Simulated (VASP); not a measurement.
# BN (Fmm2) in VASP: further runs

One crystal, BN, is run at these levels: PBE; tasks: single point.

Program: VASP 6.6.1. These are calculated values, not measurements. Logs are shortened: lines on timing, memory, paths and dates and some standing lists are left out, and cuts for length are marked.

### 1 Starting point

Symmetry: Fmm2, No. 42, orthorhombic system. The conventional cell has a = 2.503 Å, b = 6.991 Å, c = 4.332 Å, α = 90.00°, β = 90.00°, γ = 90.00°. N (site symmetry mm2) is surrounded by 3 B at 1.44 Å. B (site symmetry mm2) has 3 N at 1.44 Å as nearest neighbours.

Measurements of this composition are mostly on another form, of space group No. 194.

### 2 Single point, PBE

INCAR

```
PREC = Accurate
ENCUT = 340
EDIFF = 1E-7
ISMEAR = 0
SIGMA = 0.05
LREAL = False
LASPH = True
NELM = 100
ALGO = Normal
ISIF = 2
LWAVE = False
LCHARG = False
GGA = PE
ADDGRID = False
```

KPOINTS

```
regular mesh
0
Gamma
  9 9 9
```

POSCAR

```
BN
1.0
    0.0000000000      3.4953158300      2.1660912400
    1.2516321000      0.0000000000      2.1660912400
    1.2516321000      3.4953158300      0.0000000000
N B
1 1
Direct
    0.6643870000      0.6373240000      0.3259630000
   -0.0156690000     -0.0240960000      1.0349220000
```

Potentials or basis: VASP PAW PBE potentials, release 64 (N_s, B_s).

Command:

```sh
$ cat potpaw_PBE.64/N_s/POTCAR potpaw_PBE.64/B_s/POTCAR > POTCAR
$ mpirun -np 1 vasp_std > vasp.out
```

OUTCAR:

```text
PREC = Accurate
   ENCUT = 340
   EDIFF = 1E-7
   ISMEAR = 0
   LREAL = False
   LASPH = True
   NELM = 100
   ISIF = 2
   GGA = PE

 Found    365 irreducible k-points:

 Following reciprocal coordinates:
            Coordinates               Weight
  0.000000  0.000000  0.000000      1.000000
  0.111111 -0.000000 -0.000000      2.000000
 -0.111111 -0.111111 -0.111111      2.000000
  0.000000  0.111111  0.000000      2.000000
  0.000000  0.000000  0.111111      2.000000
  0.222222 -0.000000 -0.000000      2.000000
   k-points           NKPTS =    365   k-points in BZ     NKDIM =    365   number of bands    NBANDS=      8
   number of dos      NEDOS =    301   number of ions     NIONS =      2
   total plane-waves  NPLWV =  10752
   dimension x,y,z NGX =    28 NGY =   16 NGZ =   24
   dimension x,y,z NGXF=    56 NGYF=   32 NGZF=   48
   ions per type =               1   1
   NGX,Y,Z   is equivalent  to a cutoff of  11.32, 10.63, 10.75 a.u.
   NGXF,Y,Z  is equivalent  to a cutoff of  22.64, 21.26, 21.49 a.u.
 SYSTEM =  unknown system
   PREC   = accura    normal or accurate (medium, high low for compatibility)
   ISTART =      0    job   : 0-new  1-cont  2-samecut
   ICHARG =      2    charge: 1-file 2-atom 10-const
   ISPIN  =      1    spin polarized calculation?
   LNONCOLLINEAR =      F non collinear calculations
   LSORBIT =      F    spin-orbit coupling
   LASPH  =      T    aspherical Exc in radial PAW
   ENCUT  =  340.0 eV  24.99 Ry    5.00 a.u.   6.18  3.76  5.58*2*pi/ulx,y,z
   NELM   =    100;   NELMIN=  2; NELMDL= -5     # of ELM steps
   EDIFF  = 0.1E-06   stopping-criterion for ELM
   LREAL  =      F    real-space projection
   EDIFFG = 0.1E-05   stopping-criterion for IOM
   NSW    =      0    number of steps for IOM
   IBRION =     -1    ionic relax: 0-MD 1-quasi-New 2-CG
   NFREE  =      0    steps in history (QN), initial steepest desc. (CG)
   ISIF   =      2    stress and relaxation
   ISYM   =      2    0-nonsym 1-usesym 2-fastsym
   POTIM  = 0.5000    time-step for ionic-motion
   TEBEG  =    0.0;   TEEND  =   0.0 temperature during run
   PSTRESS=    0.0 pullay stress
   NELECT =       8.0000    total number of electrons
   NUPDOWN=      -1.0000    fix difference up-down
   EMIN   =  10.00;   EMAX   =-10.00  energy-range for DOS
   EFERMI =   0.00;   METHOD = LEGACY
   ISMEAR =     0;   SIGMA  =   0.05  broadening in eV -4-tet -1-fermi 0-gaus
   EFERMI_NEDOS =   21; number of points for ismear=-14 and -15
   IALGO  =     38    algorithm
   IMIX   =      4    mixing-type and parameters
     AMIX     =   0.40;   BMIX     =  1.00
     AMIX_MAG =   1.60;   BMIX_MAG =  1.00
  volume/ion in A,a.u.               =       9.48        63.95
  Fermi-wavevector in a.u.,A,eV,Ry     =   1.228047  2.320672 20.518928  1.508099
  Thomas-Fermi vector in A             =   2.362987
   LORBIT       =      0    0 simple, 1 ext, 2 COOP (PROOUT), +10 PAW based schemes
   GGA     = PE    functional components
   LHFCALC =     F    Hartree Fock is set to
   AEXX    =    0.0000 exact exchange contribution
   IVDW    =     0    specifies the selected vdW correction
   LEPSILON=     F    determine dielectric tensor
   LRPA    =     F    only Hartree local field effects (RPA)
 non-spin polarized calculation
 Gauss-broadening in eV      SIGMA  =   0.05
  energy-cutoff  :      340.00
  volume of cell :       18.95
 maximum number of plane-waves:       281
 NGX is ok and might be reduce to    28
   NGX = 13   NGY =  7   NGZ = 11

 number of electron       8.0000000 magnetization

 Free energy of the ion-electron system (eV)
  ---------------------------------------------------
  ext. energy  EPLUGINS =         0.00000000
  ---------------------------------------------------
  free energy    TOTEN  =       -17.39463620 eV

  energy without entropy =      -17.39463620  energy(sigma->0) =      -17.39463620

 E-fermi :   3.3244     XC(G=0):  -9.7093

 val. band max:        3.1074602498   @ k =  -0.4444  -0.3333   0.2222
 cond. band min:       6.9305053347   @ k =   0.0000   0.4444   0.4444
 fundamental gap:      3.8230450848
 Fermi energy:         3.3244369813

 k-point     1 :       0.0000    0.0000    0.0000
  band No.  band energies     occupation
      1     -14.7162      2.00000
      2      -1.3108      2.00000
      3       1.0854      2.00000
      4       2.5215      2.00000
      5       7.8433      0.00000
      6      13.7633      0.00000
      7      15.6610      0.00000
      8      16.2119      0.00000

 k-point     2 :       0.1111   -0.0000   -0.0000
  band No.  band energies     occupation
      1     -14.4657      2.00000
      2      -1.0818      2.00000
      3       0.6975      2.00000
      4       1.4277      2.00000
      5       8.3913      0.00000
      6      13.9067      0.00000
      7      15.5097      0.00000
      8      16.6164      0.00000

 k-point     3 :      -0.1111   -0.1111   -0.1111
  band No.  band energies     occupation
      1     -14.4734      2.00000
      2      -1.0725      2.00000
      3       0.2740      2.00000
      4       1.9509      2.00000
      5       8.3617      0.00000
      6      14.3142      0.00000
      7      15.3729      0.00000
      8      15.8659      0.00000

 k-point     4 :       0.0000    0.1111    0.0000
  band No.  band energies     occupation
      1     -14.4734      2.00000
      2      -1.0721      2.00000
      3       0.2746      2.00000
      4       1.9502      2.00000
      5       8.3607      0.00000
      6      14.3374      0.00000
      7      15.3292      0.00000
      8      15.8753      0.00000

 k-point     5 :       0.0000    0.0000    0.1111
  band No.  band energies     occupation
      1     -14.4657      2.00000
      2      -1.0824      2.00000
      3       0.6976      2.00000
      4       1.4310      2.00000
      5       8.3807      0.00000
      6      13.8989      0.00000
      7      15.5136      0.00000
      8      16.6164      0.00000

 k-point     6 :       0.2222   -0.0000   -0.0000
  band No.  band energies     occupation
      1     -13.7415      2.00000
      2      -1.0310      2.00000
      3      -0.3879      2.00000
      4      -0.0826      2.00000
      5       9.7093      0.00000
      6      13.3309      0.00000
      7      14.3197      0.00000
      8      19.0596      0.00000

 [... further k-points ...]
[... 5 lines left out ...]
  --------------------------------------------------------------------------------------
  -------------------------------------------------------------------------------------
  Total        0.7388922     -0.0045271      1.1259940     -0.2438724      0.0404542      0.8184606
  in kB       62.4628527     -0.3826996     95.1868125    -20.6159520      3.4198271     69.1892278
  external PRESSURE =      52.4223219 kB  Pullay stress =       0.0000000 kB

 VOLUME and BASIS-vectors are now :
 -----------------------------------------------------------------------------
  energy-cutoff  :      340.00
  volume of cell :       18.95
      direct lattice vectors                 reciprocal lattice vectors
     0.000000000  3.495315830  2.166091240    -0.399478409  0.143048590  0.230830535
     1.251632100  0.000000000  2.166091240     0.399478409 -0.143048590  0.230830535
     1.251632100  3.495315830  0.000000000     0.399478409  0.143048590 -0.230830535

 POSITION                                       TOTAL-FORCE (eV/Angst)
 -----------------------------------------------------------------------------------
      1.20568      3.46159      2.81962         2.426611      1.271996     -0.551877
      1.26518      3.56261      4.24605        -2.426611     -1.271996      0.551877
 -----------------------------------------------------------------------------------
    total drift:                                0.000038     -0.000089      0.000002

  FREE ENERGIE OF THE ION-ELECTRON SYSTEM (eV)
  ---------------------------------------------------
  free  energy   TOTEN  =       -17.3946361983 eV

  energy  without entropy=      -17.3946361983  energy(sigma->0) =      -17.39463620
```

OSZICAR:

```text
N       E                     dE             d eps       ncg     rms          rms(c)
DAV:   1     0.969430325269E+01    0.96943E+01   -0.36511E+03  7112   0.759E+02
DAV:   2    -0.186779384741E+02   -0.28372E+02   -0.26423E+02  7088   0.183E+02
DAV:   3    -0.193049210595E+02   -0.62698E+00   -0.62698E+00  9000   0.313E+01
DAV:   4    -0.193080269596E+02   -0.31059E-02   -0.31059E-02  8016   0.253E+00
DAV:   5    -0.193080321895E+02   -0.52298E-05   -0.52299E-05  9136   0.108E-01    0.170E+01
DAV:   6    -0.176038643910E+02    0.17042E+01   -0.70615E+00  9040   0.267E+01    0.209E+01
DAV:   7    -0.174816540370E+02    0.12221E+00   -0.11466E-01  8760   0.490E+00    0.156E+01
DAV:   8    -0.173960347300E+02    0.85619E-01   -0.34146E-01  9320   0.865E+00    0.114E+00
DAV:   9    -0.173944843065E+02    0.15504E-02   -0.41410E-03  6256   0.101E+00    0.442E-01
DAV:  10    -0.173945548389E+02   -0.70532E-04   -0.18271E-03  8600   0.689E-01    0.112E-01
DAV:  11    -0.173946116028E+02   -0.56764E-04   -0.51726E-05  7904   0.792E-02    0.600E-02
DAV:  12    -0.173946359071E+02   -0.24304E-04   -0.27365E-05  6592   0.457E-02    0.656E-03
DAV:  13    -0.173946361482E+02   -0.24108E-06   -0.42358E-07  9536   0.762E-03    0.404E-03
DAV:  14    -0.173946361983E+02   -0.50085E-07   -0.93042E-08  6968   0.336E-03
   1 F= -.17394636E+02 E0= -.17394636E+02  d E =-.750334E-12
```

stdout:

```text
POSCAR found type information on POSCAR N B
 POSCAR found :  2 types and       2 ions
 scaLAPACK will be used
 LDA part: xc-table for (Slater+PW92), standard interpolation
 POSCAR, INCAR and KPOINTS ok, starting setup
 FFT: planning ... GRIDC
 FFT: planning ... GRID_SOFT
 FFT: planning ... GRID
 WAVECAR not read
 entering main loop
```

It took 17 s on 1 thread of Intel Xeon 6975P-C (Granite Rapids), shared host; peak memory 0.14 GiB.

The run converged, but some of its settings lie outside the range that counts as converged, so its numbers aren't taken as properties of the crystal.

What came out:

* Free energy: -17.3946 eV
* Pressure: 5.2 GPa
* Largest force: 2.795 eV/Å
* Band gap on the k mesh: 3.82 eV, indirect (least direct gap 4.53 eV)

Caveat: the cutoff is under 1.25 times the usual one of these potentials, so pressure, stress and relaxed cells hold a basis-set (Pulay) error; an odd mesh through Γ misses points on the zone boundary, where band edges often lie.

### 3 Single point, PBE

Edit INCAR of step 2 so:

```diff
@@ -1,3 +1,3 @@
 PREC = Accurate
-ENCUT = 340
+ENCUT = 400
 EDIFF = 1E-7
```

KPOINTS is that of step 2.

POSCAR

```
BN
1.0
    0.0000000000      3.4953158300      2.1660912400
    1.2516321000      0.0000000000      2.1660912400
    1.2516321000      3.4953158300      0.0000000000
N B
1 1
Direct
    0.6666513400      0.6666513400      0.3333486600
    0.0000486500      0.0000486500      0.9999513500
```

Potentials or basis: VASP PAW PBE potentials, release 64 (N_s, B_s).

Command:

```sh
$ cat potpaw_PBE.64/N_s/POTCAR potpaw_PBE.64/B_s/POTCAR > POTCAR
$ mpirun -np 1 vasp_std > vasp.out
```

OUTCAR:

```text
PREC = Accurate
   ENCUT = 400
   EDIFF = 1E-7
   ISMEAR = 0
   LREAL = False
   LASPH = True
   NELM = 100
   ISIF = 2
   GGA = PE

 Found    125 irreducible k-points:

 Following reciprocal coordinates:
            Coordinates               Weight
  0.000000  0.000000  0.000000      1.000000
  0.111111 -0.000000 -0.000000      8.000000
  0.222222 -0.000000 -0.000000      8.000000
  0.333333 -0.000000 -0.000000      8.000000
  0.444444 -0.000000 -0.000000      8.000000
  0.111111  0.111111  0.000000      2.000000
   k-points           NKPTS =    125   k-points in BZ     NKDIM =    125   number of bands    NBANDS=      8
   number of dos      NEDOS =    301   number of ions     NIONS =      2
   total plane-waves  NPLWV =  10752
   dimension x,y,z NGX =    28 NGY =   16 NGZ =   24
   dimension x,y,z NGXF=    56 NGYF=   32 NGZF=   48
   ions per type =               1   1
   NGX,Y,Z   is equivalent  to a cutoff of  11.32, 10.63, 10.75 a.u.
   NGXF,Y,Z  is equivalent  to a cutoff of  22.64, 21.26, 21.49 a.u.
 SYSTEM =  unknown system
   PREC   = accura    normal or accurate (medium, high low for compatibility)
   ISTART =      0    job   : 0-new  1-cont  2-samecut
   ICHARG =      2    charge: 1-file 2-atom 10-const
   ISPIN  =      1    spin polarized calculation?
   LNONCOLLINEAR =      F non collinear calculations
   LSORBIT =      F    spin-orbit coupling
[... 54 lines left out ...]
 val. band max:        3.1505442112   @ k =   0.4444  -0.3333   0.1111
 cond. band min:       7.0995260876   @ k =   0.0000   0.4444   0.4444
 fundamental gap:      3.9489818764
 Fermi energy:         3.4381506948

 k-point     1 :       0.0000    0.0000    0.0000
  band No.  band energies     occupation
      1     -14.7345      2.00000
      2      -1.3351      2.00000
      3       1.7185      2.00000
      4       1.7258      2.00000
      5       8.0111      0.00000
      6      14.6718      0.00000
      7      14.7317      0.00000
      8      16.1234      0.00000
[... 45 lines left out ...]
 k-point     6 :       0.1111    0.1111    0.0000
  band No.  band energies     occupation
      1     -14.4940      2.00000
      2      -1.0325      2.00000
      3       0.7380      2.00000
      4       1.2831      2.00000
      5       8.4383      0.00000
      6      14.5718      0.00000
      7      15.3815      0.00000
      8      15.7676      0.00000

 [... further k-points ...]
[... 5 lines left out ...]
  --------------------------------------------------------------------------------------
  -------------------------------------------------------------------------------------
  Total        0.6484540      0.1581659      0.6546017      0.0000000      0.0000000      0.0000000
  in kB       54.8175811     13.3706865     55.3372848      0.0000000      0.0000000      0.0000000
  external PRESSURE =      41.1751841 kB  Pullay stress =       0.0000000 kB

 VOLUME and BASIS-vectors are now :
 -----------------------------------------------------------------------------
  energy-cutoff  :      400.00
  volume of cell :       18.95
      direct lattice vectors                 reciprocal lattice vectors
     0.000000000  3.495315830  2.166091240    -0.399478409  0.143048590  0.230830535
     1.251632100  0.000000000  2.166091240     0.399478409 -0.143048590  0.230830535
     1.251632100  3.495315830  0.000000000     0.399478409  0.143048590 -0.230830535

 POSITION                                       TOTAL-FORCE (eV/Angst)
 -----------------------------------------------------------------------------------
      1.25163      3.49532      2.88806         0.000000      0.000000     -0.010418
      1.25163      3.49532      0.00021         0.000000      0.000000      0.010418
 -----------------------------------------------------------------------------------
    total drift:                                0.000001      0.000001      0.000037

  FREE ENERGIE OF THE ION-ELECTRON SYSTEM (eV)
  ---------------------------------------------------
  free  energy   TOTEN  =       -17.5497971354 eV

  energy  without entropy=      -17.5497971354  energy(sigma->0) =      -17.54979714
```

Wall time 7.5 s (1 thread of Intel Xeon 6975P-C (Granite Rapids), shared host); peak memory 0.13 GiB.

These settings aren't checked as converged: the numbers below hold their error.

Results:

| Item | Value |
| --- | --- |
| Free energy | -17.5498 eV |
| Pressure | 4.1 GPa |
| Largest force | 0.010 eV/Å |
| Band gap on the k mesh | 3.95 eV, indirect (least direct gap 4.55 eV) |

Caveat: an odd mesh through Γ misses points on the zone boundary, where band edges often lie.

### 4 Single point, PBE

INCAR is that of step 3.

KPOINTS is that of step 3.

POSCAR

```
BN
1.0
    0.0000000000      3.4953158300      2.1660912400
    1.2516321000      0.0000000000      2.1660912400
    1.2516321000      3.4953158300      0.0000000000
N B
1 1
Direct
    0.6643870000      0.6373240000      0.3259630000
   -0.0156690000     -0.0240960000      1.0349220000
```

Potentials or basis: VASP PAW PBE potentials, release 64 (N_s, B_s).

Command:

```sh
$ cat potpaw_PBE.64/N_s/POTCAR potpaw_PBE.64/B_s/POTCAR > POTCAR
$ mpirun -np 1 vasp_std > vasp.out
```

OUTCAR:

```text
PREC = Accurate
   ENCUT = 400
   EDIFF = 1E-7
   ISMEAR = 0
   LREAL = False
   LASPH = True
   NELM = 100
   ISIF = 2
   GGA = PE

 Found    365 irreducible k-points:

 Following reciprocal coordinates:
            Coordinates               Weight
  0.000000  0.000000  0.000000      1.000000
  0.111111 -0.000000 -0.000000      2.000000
 -0.111111 -0.111111 -0.111111      2.000000
  0.000000  0.111111  0.000000      2.000000
  0.000000  0.000000  0.111111      2.000000
  0.222222 -0.000000 -0.000000      2.000000
[... 134 lines left out ...]
      4      -0.0863      2.00000
      5       9.7079      0.00000
      6      13.3278      0.00000
      7      14.3159      0.00000
      8      19.0540      0.00000

 [... further k-points ...]
[... 5 lines left out ...]
  --------------------------------------------------------------------------------------
  -------------------------------------------------------------------------------------
  Total        0.6720794      0.0069473      1.0462393     -0.2407655      0.0399882      0.7904685
  in kB       56.8147809      0.5872989     88.4446855    -20.3533026      3.3804379     66.8228970
  external PRESSURE =      48.6155884 kB  Pullay stress =       0.0000000 kB

 VOLUME and BASIS-vectors are now :
 -----------------------------------------------------------------------------
  energy-cutoff  :      400.00
  volume of cell :       18.95
      direct lattice vectors                 reciprocal lattice vectors
     0.000000000  3.495315830  2.166091240    -0.399478409  0.143048590  0.230830535
     1.251632100  0.000000000  2.166091240     0.399478409 -0.143048590  0.230830535
     1.251632100  3.495315830  0.000000000     0.399478409  0.143048590 -0.230830535

 POSITION                                       TOTAL-FORCE (eV/Angst)
 -----------------------------------------------------------------------------------
      1.20568      3.46159      2.81962         2.388575      1.279291     -0.546098
      1.26518      3.56261      4.24605        -2.388575     -1.279291      0.546098
 -----------------------------------------------------------------------------------
    total drift:                                0.000041     -0.000095      0.000001

  FREE ENERGIE OF THE ION-ELECTRON SYSTEM (eV)
  ---------------------------------------------------
  free  energy   TOTEN  =       -17.4053703105 eV

  energy  without entropy=      -17.4053703105  energy(sigma->0) =      -17.40537031
```

stdout:

```text
POSCAR found type information on POSCAR N B
 POSCAR found :  2 types and       2 ions
 scaLAPACK will be used
 LDA part: xc-table for (Slater+PW92), standard interpolation
 POSCAR, INCAR and KPOINTS ok, starting setup
 FFT: planning ... GRIDC
 FFT: planning ... GRID_SOFT
 FFT: planning ... GRID
 WAVECAR not read
 entering main loop
```

It took 20 s on 1 thread of Intel Xeon 6975P-C (Granite Rapids), shared host; peak memory 0.14 GiB.

The run converged, but some of its settings lie outside the range that counts as converged, so its numbers aren't taken as properties of the crystal.

What came out:

* Free energy: -17.4054 eV
* Pressure: 4.9 GPa
* Largest force: 2.764 eV/Å
* Band gap on the k mesh: 3.82 eV, indirect (least direct gap 4.53 eV)

Caveat: an odd mesh through Γ misses points on the zone boundary, where band edges often lie.

### 5 Single point, PBE

Edit INCAR of step 4 so:

```diff
@@ -1,3 +1,3 @@
 PREC = Accurate
-ENCUT = 400
+ENCUT = 900
 EDIFF = 1E-7
```

KPOINTS

```
regular mesh
0
Gamma
  6 6 6
```

POSCAR

```
BN
1.0
    0.0000000000      3.4953158300      2.1660912400
    1.2516321000      0.0000000000      2.1660912400
    1.2516321000      3.4953158300      0.0000000000
N B
1 1
Direct
    0.6666513400      0.6666513400      0.3333486600
    0.0000486500      0.0000486500      0.9999513500
```

Command:

```sh
$ cat potpaw_PBE.64/N_s/POTCAR potpaw_PBE.64/B_s/POTCAR > POTCAR
$ mpirun -np 1 vasp_std > vasp.out
```

Run time: 9 s. Hardware: 1 thread of Intel Xeon 6975P-C (Granite Rapids), shared host; peak memory 0.17 GiB.

The run converged, but some of its settings lie outside the range that counts as converged, so its numbers aren't taken as properties of the crystal.

What came out:

```
Free energy            : -17.5634 eV
Pressure               : 4.4 GPa
Largest force          : 0.010 eV/Å
Band gap on the k mesh : 3.85 eV, indirect (least direct gap 4.56 eV)
```

Caveat: the k mesh is coarse (spacing up to 0.51 Å⁻¹), so the values aren't converged.

[end of part 1 of 2]
